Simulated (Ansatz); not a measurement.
# PbS (Pm-3m) in Ansatz: notebook

Runs on PbS. Level: PBE. Tasks: single point.

All numbers are computed with Ansatz 0.2.0; they aren't measurements. Logs are shortened: lines on timing, memory, paths and dates and some standing lists are left out, and cuts for length are marked.

### 1 The crystal as given

Symmetry: Pm-3m, No. 221, cubic system. Conventional cell: a = 3.654 Å, b = 3.654 Å, c = 3.654 Å, α = 90.00°, β = 90.00°, γ = 90.00°. Pb (site symmetry m-3m) has 8 S at 3.16 Å as nearest neighbours. S (site symmetry m-3m) is surrounded by 8 Pb at 3.16 Å.

Measurements of this composition are mostly on another form, of space group No. 225.

### 2 Single point, PBE

Input file input.yaml:

```yaml
crystal:
  lattice:
    - [3.653659, 0.0, 0.0]
    - [0.0, 3.653659, 0.0]
    - [0.0, 0.0, 3.653659]
  atoms:
    - { symbol: Pb, position: [0.0, 0.0, 0.0] }
    - { symbol: S, position: [0.5, 0.5, 0.5] }
hamiltonian:
  xc: pbe
  pseudopotentials: { kind: paw }
kpoints:
  mp_grid: { grid: [7, 7, 7] }
scf:
  occupations: { method: gaussian, width: 0.029 }
output:
  forces: true
  stress: true
  eigenvalues: true
```

Potentials or basis: Ansatz PAW.

Run with:

```
$ ansatz run input.yaml --threads 2 --pin off --max-ram 5632MiB --backend cpu --events-out ev --progress --plain --runs-dir out
```

Output:

```text
Warning: RAYON_NUM_THREADS=2 ignored (pool sized by the plan → 2); use --threads N
Engine: ansatz 0.2.0, aarch64-unknown-linux-gnu
Pseudopotentials: kind: paw
Pseudopotential: Pb, paw, valence charge 14, recommended cutoff 420 eV (normal), Pb.paw.azcp
Pseudopotential: S, paw, valence charge 6, recommended cutoff 420 eV (normal), S.paw.azcp
Functional definition: PBE
  parameter kappa = 0.804
  parameter beta = 0.06672455060314922
  exchange = pbe_x(kappa = kappa, mu = beta*pi^2/3)
  correlation = pbe_c(beta = beta)
Crystal: 2 atoms, lattice volume = 48.774 Å³
Basis set: ecut = 420 eV, 949 PW (Γ), exchange–correlation on 50×50×50 points (8 copies of the dense FFT grid, shifted against one another)
Bands: 14, of which v1, the nominal top of the filled ones, is band 10 counted from 1 (9 counted from 0)
Symmetry: 48 space group operations
Space group: Pm-3m (ITA 221), of the structure as read, at distance tolerance 3.7e-5 Å
k-points: 20 of 343
Non-local potential: Pb, projectors of the file, l = 0: 2, l = 1: 2, l = 2: 2, l = 3: 2
Non-local potential: S, projectors of the file, l = 0: 2, l = 1: 2, l = 2: 2
PAW form: soft (Blöchl's): semilocal exchange-correlation on the pseudo side does not see the compensation charge
PAW one-centre angular grid: Pb, 590 points (default); XC on 64 Gauss nodes
PAW one-centre angular grid: S, 110 points (default); XC on 64 Gauss nodes
Initial density: superposition of atomic densities (neutral atoms: chi_scale 0, normalization atom), corrected by the library's trained network
Initial wavefunctions: pseudopotential atomic-orbital guess
Functional: x = pbe(κ = 0.804, μ = 0.2195149727645171), c = pbe(β = 0.06672455060314922)
SCF iter   1: F=—  HF=-12809.057209 eV  |F-HF|=—  |Δ(HF+E_count)|=         —  Δρ=2.52e-3  dr2=6.35e-3  ethr=1.77e-3  ⟨swp⟩=6.5  Hψ=1708  notcnv=0
preconditioner: auto → none  [insulator: Δε(μ)=0.145 eV  Ē_g=15.555 eV  σ=0.029 eV  W_gap=1.00  n_scr=6 (ndim 8)  ℏωp=23.8 eV  f_vac=0.000  D(μ)=0.01/eV (n_scr^D=0)  ε∞_Penn≈3.3]
SCF iter   2: F=—  HF=-12809.054938 eV  |F-HF|=—  |Δ(HF+E_count)|=   2.27e-3  Δρ=8.55e-4  dr2=7.15e-4  ethr=3.18e-5  ⟨swp⟩=2.3  Hψ=536  notcnv=0
SCF iter   3: F=—  HF=-12809.054821 eV  |F-HF|=—  |Δ(HF+E_count)|=   1.17e-4  Δρ=2.11e-4  dr2=1.96e-5  ethr=3.57e-6  ⟨swp⟩=2.6  Hψ=443  notcnv=0
SCF iter   4: F=—  HF=-12809.054691 eV  |F-HF|=—  |Δ(HF+E_count)|=   1.30e-4  Δρ=7.51e-5  dr2=1.75e-6  ethr=9.79e-8  ⟨swp⟩=2.4  Hψ=452  notcnv=0
iter 5 did not close the SCF: its close was put off for the readings that it lacked (scf_convergence_deferred on its scf_iter line)
SCF iter   5: F=-12809.054693 eV  HF=-12809.054693 eV  |F-HF|=3.88e-8  |Δ(HF+E_count)|=   2.10e-6  Δρ=1.25e-5  dr2=9.12e-8  ethr=8.75e-9  ⟨swp⟩=2.5  Hψ=486  notcnv=0
SCF iter   6: F=-12809.054693 eV  HF=-12809.054693 eV  |F-HF|=5.64e-10  |Δ(HF+E_count)|=   3.28e-9  Δρ=1.46e-6  dr2=8.95e-10  ethr=4.56e-10  ⟨swp⟩=2.6  Hψ=1149  notcnv=0
SCF 1 converged in 6 iterations: F = -12809.054693 eV  dr2 = 8.95e-10
SCF converged after 6 iterations
Free energy (F): -12809.054693 eV
Harris-Foulkes:  -12809.054693 eV  (|F-HF|=5.64e-10)
Internal energy: -12809.054594 eV  (E = F + TS)
E sigma→0 (E₀):  -12809.054644 eV
Entropy (-TS):   -0.000099 eV (-0.049 meV/atom)
Fermi energy:    8.855767 eV
--- Per-component energies (eV) ---
  E_band       = -39.973360
  E_kinetic    = 392.443157
  E_local      = -1136.285083  (includes V_loc(G=0)·N_el)
  E_nonlocal   = 378.545668
  E_hartree    = 440.245199
  E_xc         = -318.118839
  E_vxc        = -219.971892  (∫ρ·V_xc dr)
  E_paw        = -11003.258648  (= ΣΔE_a)
  E_vpaw       = -335.195620  (= ΣTr[D̂ρ^β])
  E_aug_tail   = 0.000047  (compensation charges beyond the density's cutoff)
  E_ewald      = -1562.626095
  E_smearing   = -0.000099  (= −TS)
  E_closure    = -0.000000  (closes the sum)
  Σ components = -12809.054693   (vs F -12809.054693, Δ=0.00e0)
--- Forces (eV/Å), atoms counted from 1 ---
  atom   1  Pb    -0.00000000    -0.00000000     0.00000000
  atom   2  S      0.00000000    -0.00000000     0.00000000
  max |Σ_I F_I| component: 5.59e-31 eV/Å
--- Stress (GPa, compression-positive) ---
        0.259756      -0.000000       0.000000
       -0.000000       0.259756      -0.000000
        0.000000       0.000000       0.259756
  P = ⅓ Tr σ = 0.2598 GPa (2.598 kbar)
--- Band table (eV; the first three rows and the last of 20) ---
  k-point 0: bands = ["-8.0095", "-8.0095", "-7.7987", "-7.7987", "-7.7987", "-4.1882", "2.2046", "7.3539", "7.3539", "7.3539", "14.4022", "14.4022", "15.4464", "15.4464"]
  k-point 1: bands = ["-8.0076", "-7.9800", "-7.8097", "-7.8097", "-7.7977", "-4.0159", "1.8500", "7.3279", "7.5206", "7.5206", "13.5990", "14.5531", "14.9565", "14.9565"]
  k-point 2: bands = ["-8.0035", "-7.9141", "-7.8341", "-7.8341", "-7.7953", "-3.5423", "0.9572", "7.5818", "7.9540", "7.9540", "11.6444", "13.8787", "13.8787", "14.9795"]
  k-point 19: bands = ["-7.9220", "-7.9164", "-7.9164", "-7.7608", "-7.7608", "-1.9398", "2.6465", "6.1527", "6.4084", "6.4084", "8.9041", "8.9041", "9.7669", "21.4270"]
```

Wall time 0.56 s (2 threads of Arm Neoverse V2, shared host); peak memory 0.28 GiB.

What came out:

| Item | Value |
| --- | --- |
| Free energy | -12809.0547 eV |
| Pressure | 0.3 GPa |
| Band gap on the k mesh | 0.10 eV, indirect (least direct gap 1.43 eV) |

Caveat: odd divisions of the mesh miss points on the zone boundary, where band edges often lie, so the gap on the mesh can be too wide; spin-orbit coupling is left out, which as a rule narrows the gap of such compounds by several tenths of an eV.

### 3 Single point, PBE

Changes to input.yaml since step 2:

```diff
@@ -14,3 +14,3 @@
 scf:
-  occupations: { method: gaussian, width: 0.029 }
+  occupations: { method: gaussian, width: 0.03 }
 output:
```

Potentials or basis: Ansatz PAW.

Run with:

```
$ ansatz run input.yaml --threads 2 --pin off --max-ram 5632MiB --backend cpu --events-out ev --progress --plain --runs-dir out
```

It took 0.56 s on 2 threads of Arm Neoverse V2, shared host; peak memory 0.28 GiB.

The run converged. Its results:

- Free energy: -12809.0547 eV
- Pressure: 0.3 GPa
- Band gap on the k mesh: 0.10 eV, indirect (least direct gap 1.43 eV)

Levels at points of the mesh, in eV from the valence-band top:
```csv
k point,band 7,band 8,band 9,band 10,band 11,band 12,band 13,band 14
"(0.00, 0.00, 0.00)",-6.60,-1.45,-1.45,-1.45,5.60,5.60,6.64,6.64
```

Caveat: odd divisions of the mesh miss points on the zone boundary, where band edges often lie, so the gap on the mesh can be too wide; spin-orbit coupling is left out, which as a rule narrows the gap of such compounds by several tenths of an eV.
